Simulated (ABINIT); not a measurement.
Runs of ABINIT 10.8.3 (patched build) on BAs. The structure is cubic, space group F-43m (No. 216). Conventional cell: a = 4.777 Å, b = 4.777 Å, c = 4.777 Å, α = 90.00°, β = 90.00°, γ = 90.00°. Around As (site symmetry -43m) lie 4 B at 2.07 Å. B (site symmetry -43m) is surrounded by 4 As at 2.07 Å. 

```tsv
task	level	potentials or basis	spin	cutoff (eV)	fine-grid cutoff	gap on the mesh (eV)	pressure (GPa)	V0 of scaled cells (Å³/atom)	B0 (GPa)
band structure	AM05	JTH PAW PBE v2.0 sp	off	408	816.342 eV	(d)	-0.3	-	-
equation of state	SOGGA	JTH PAW PBE v2.0	off	408	816.342 eV	-	-	(a)	144
band structure	WC	JTH PAW PBE v2.0 sp	off	408	816.342 eV	(c)	0.2	-	-
band structure	SOGGA	JTH PAW PBE v2.0	off	408	816.342 eV	1.01	-1.8	-	-
equation of state	BP86	JTH PAW PBE v2.0 sp	off	408	816.342 eV	-	-	14.10	129
band structure	PBEsol	JTH PAW PBE v2.0 sp	SOC, no magnetisation	408	816.342 eV	1.02	0.0	-	-
band structure	r2SCAN	JTH PAW LDA v2.0	off	490	979.61 eV	(b)	0.4	-	-
```

Alike in all rows: cell as given; k mesh 10 × 10 × 10; smearing fermi-dirac 0.05 eV.

Estimate the missing entries.

(a) 13.46; (b) 1.36; (c) 1.10; (d) 1.12.

Caveats: the PAW data sets were made with another functional, which shifts forces and pressure a little; this set keeps more shells in the core, which shifts pressures and gaps (some runs); pressures at fixed basis lie under the slope of the energies (some runs).

A k mesh can miss the band edges, and rows without SOC leave out spin-orbit coupling on As.

The runs don't all hold the same shells in valence.

Runs at the PBE level aren't shown here.
